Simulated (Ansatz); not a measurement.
BP: course of a relaxation

Computed with DFT PBEsol, scalar-relativistic, plane waves, PAW in Ansatz 0.2.0. Settings: 420 eV cutoff, 8×8×6 k-mesh, Gaussian smearing of 0.02 eV, no spin polarisation.

What was changed: uniaxial strain along c, with a, b and atoms relaxed: -3.0 %.

Command:

```bash
ansatz run input.yaml --threads 1 --pin off --max-ram 2560MiB --backend cpu --events-out ev --progress --plain --runs-dir out
```

Input:

```yaml
crystal:
  lattice:
    - [2.2770515121, 2.2770515121, 0.0]
    - [-2.2770515121, 2.2770515121, 0.0]
    - [0.0, 0.0, 4.3845954675]
  atoms:
    - { symbol: B, position: [0.0, 0.0, 0.0] }
    - { symbol: B, position: [0.5, 0.5, 0.5] }
    - { symbol: P, position: [0.5, 0.0, 0.75] }
    - { symbol: P, position: [0.0, 0.5, 0.25] }
basis:
  ecutwfc: 420
kpoints:
  mp_grid: { grid: [8, 8, 6] }
hamiltonian:
  xc: pbesol
scf:
  occupations: { method: gaussian, width: 0.02 }
output:
  forces: true
  stress: true
  eigenvalues: true
  write_density: true
  write_potential: true
  elf: true
  volumetric_format: npy
relax:
  adjacent_minimum: "off"
  f_tol: 0.008
  max_steps: 40
  cell: { stress_tol: 0.015, fix: [c, angles] }
```

F is the free energy. Steps run on the plane waves of an earlier cell, but the last one, and at times one on the way, on a freshly chosen basis, so a repeated geometry can differ a little in energy. The held parts of the cell keep their stress, so P needn't end at zero.

Steps:

```json
{"step": "1", "F − F(1) (eV)": "0.0000", "largest force component (eV/Å)": "0.000", "V (Å³/atom)": "11.367", "P (GPa)": "2.67"}
{"step": "2", "F − F(1) (eV)": "-0.0002", "largest force component (eV/Å)": "0.000", "V (Å³/atom)": "11.350", "P (GPa)": "2.94"}
{"step": "3", "F − F(1) (eV)": "-0.0003", "largest force component (eV/Å)": "0.000", "V (Å³/atom)": "11.340", "P (GPa)": "3.11"}
{"step": "4", "F − F(1) (eV)": "-0.0002", "largest force component (eV/Å)": "0.000", "V (Å³/atom)": "11.340", "P (GPa)": "3.11"}
```

Relaxed structure:

```xyz
4
Lattice="2.2743 2.2743 0.0000 -2.2743 2.2743 0.0000 0.0000 0.0000 4.3846" Properties=species:S:1:pos:R:3 pbc="T T T"
B     0.0000    0.0000    0.0000
B     0.0000    2.2743    2.1923
P     1.1372    1.1372    3.2884
P    -1.1372    1.1372    1.0961
```

Symmetry: I-4m2, No. 119, tetragonal system. Conventional cell: a = 3.216 Å, b = 3.216 Å, c = 4.385 Å, α = 90.00°, β = 90.00°, γ = 90.00°. Around B (site symmetry -4m2) lie 4 P at 1.95 Å. Around P (site symmetry -4m2) lie 4 B at 1.95 Å.

The run converged. It took 33 s on 1 thread of AMD EPYC (Zen 3), with other jobs on the host, peak memory 0.37 GiB.